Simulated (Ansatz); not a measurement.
Write the native input for Ansatz 0.2.0 that does the following.

```
Task                : band structure
Functional          : PBEsol
Potentials or basis : all-electron PAW datasets made for the crystal
Cutoff              : 260 eV (chosen from the basis error)
k mesh              : 9 × 9 × 9
Occupations         : fermi-dirac, width 0.05 eV
Spin                : no spin polarisation
```

The system is Bi.

```
Bi
1.0
    -1.98143    1.98143    1.98143
     1.98143   -1.98143    1.98143
     1.98143    1.98143   -1.98143
Bi
1
Direct
  0.00000 0.00000 0.00000
```

This isn't the form of Bi at room conditions, which is rhombohedral.

One way to write it, as run:

input.yaml

```yaml
crystal:
  lattice:
    - [-1.9814305318, 1.9814305318, 1.9814305318]
    - [1.9814305318, -1.9814305318, 1.9814305318]
    - [1.9814305318, 1.9814305318, -1.9814305318]
  atoms:
    - { symbol: Bi, position: [0.0, 0.0, 0.0] }
kpoints:
  mp_grid: { grid: [9, 9, 9] }
  band_path:
    path:
      - [0.0, 0.0, 0.0]
      - [0.5, -0.5, 0.5]
      - [0.0, 0.0, 0.5]
      - [0.0, 0.0, 0.0]
      - [0.25, 0.25, 0.25]
      - [0.5, -0.5, 0.5]
    npoints: 8
scf:
  occupations: { method: fermi_dirac, width: 0.05 }
hamiltonian:
  xc: pbesol
  pseudopotentials: { kind: all_electron, datasets: crystal }
output:
  forces: true
  stress: true
  eigenvalues: true
```

Potentials or basis: all-electron PAW datasets made for the crystal.

Launch:

```bash
$ ansatz run input.yaml --threads 1 --pin off --max-ram 3072MiB --backend cpu --events-out ev --progress --plain --runs-dir out
```

It gave:

| Item | Value |
| --- | --- |
| Pressure | -2.0 GPa |
| Band gap along the path | none (metal or under the smearing width) |

Caveat: spin-orbit coupling is left out, which moves the levels of the heavy elements.

Wall time 4.4 s on 1 thread of Arm Neoverse V1, on a shared host, peak memory 0.29 GiB.
